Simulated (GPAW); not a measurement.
Crystal: Te.

```xyz
3
Lattice="4.4540 0.0000 0.0000 -2.2270 3.8573 0.0000 0.0000 0.0000 5.9240" Properties=species:S:1:pos:R:3 pbc="T T T"
Te    1.6279    2.8197    0.0000
Te   -0.5991    1.0376    3.9493
Te    1.1981    0.0000    1.9747
```

```yaml
Program: GPAW 26.7.0
Task: relaxation of cell and atoms
Functional: PBEsol
Potentials_or_basis: PAW data sets generated in the run's folder for this functional
Cutoff: 600 eV
Basis: pw
k_mesh: 5 × 5 × 4
Occupations: fermi-dirac, width 0.05 eV
Spin: no spin polarisation
```

At the start: pressure -1.3 GPa; volume 33.93 Å³/atom.

Task: Where does the relaxation end?

Result: Over 11 steps the energy falls by 10.3 meV/atom and the volume is 31.96 Å³/atom (-5.8 %); space group P3_121 (No. 152, to 0.05 Å).

Step by step:
| step | energy change (eV) | largest force (eV/Å) | pressure (GPa) | volume (Å³) |
| --- | --- | --- | --- | --- |
| 1 | 0.0000 | 0.0463 | -1.30 | 101.78 |
| 2 | -0.0031 | 0.0625 | -1.14 | 101.38 |
| 3 | -0.0154 | 0.1761 | 0.23 | 98.22 |
| 4 | -0.0170 | 0.1656 | 0.24 | 98.03 |
| 5 | -0.0283 | 0.0009 | 0.15 | 96.12 |
| 6 | -0.0287 | 0.0200 | 0.00 | 96.22 |
| 7 | -0.0289 | 0.0295 | -0.05 | 96.22 |
| 8 | -0.0294 | 0.0412 | -0.13 | 96.19 |
| 9 | -0.0302 | 0.0421 | -0.18 | 96.09 |
| 10 | -0.0307 | 0.0259 | -0.13 | 95.96 |
| 11 | -0.0310 | 0.0063 | -0.04 | 95.89 |

Final structure:
```xyz
3
Lattice="4.3127 0.0000 0.0000 -2.1564 3.7349 0.0000 0.0000 0.0000 5.9533" Properties=species:S:1:pos:R:3 pbc="T T T"
Te    1.5500    2.6846    0.0000
Te   -0.6064    1.0503    3.9689
Te    1.2128    0.0000    1.9844
```

Caveat: later steps reuse the first step's grids.
